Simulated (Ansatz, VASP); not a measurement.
**One calculation of Au, two programs**

```
Au
1.0
     2.82343    0.00000    0.00000
    -1.41171    2.44516    0.00000
     0.00000    0.00000    2.80492
Au
1
Direct
  0.00000 0.00000 0.00000
```

Alike in both runs: functional PBE; k mesh 18 × 18 × 14; occupations gaussian, width 0.1 eV; no spin polarisation.

Ansatz relaxed the structure, and its values are those at the end. VASP's run is a single point on that final structure, the one shown.

```csv
,VASP,Ansatz
version,VASP 6.6.1,Ansatz 0.2.0
potentials or method,"VASP PAW PBE potentials, release 64 (Au)","scalar-relativistic, plane waves, PAW"
plane-wave cutoff (eV),520,420
valence electrons in the cell,11,19
```

```tsv
	VASP	Ansatz	Ansatz less VASP
gap on the k mesh at the Fermi level (eV)	none	none	-
pressure (GPa)	-0.2	0.0	+0.20
```

A gap of «none» marks a metal or a gap that the smearing closes. The functional is the same, so the differences come from potentials, cutoffs and numerics. The two sets of potentials don't hold the same shells in valence.

The runs have no spin-orbit coupling, so splittings on Au are missing.
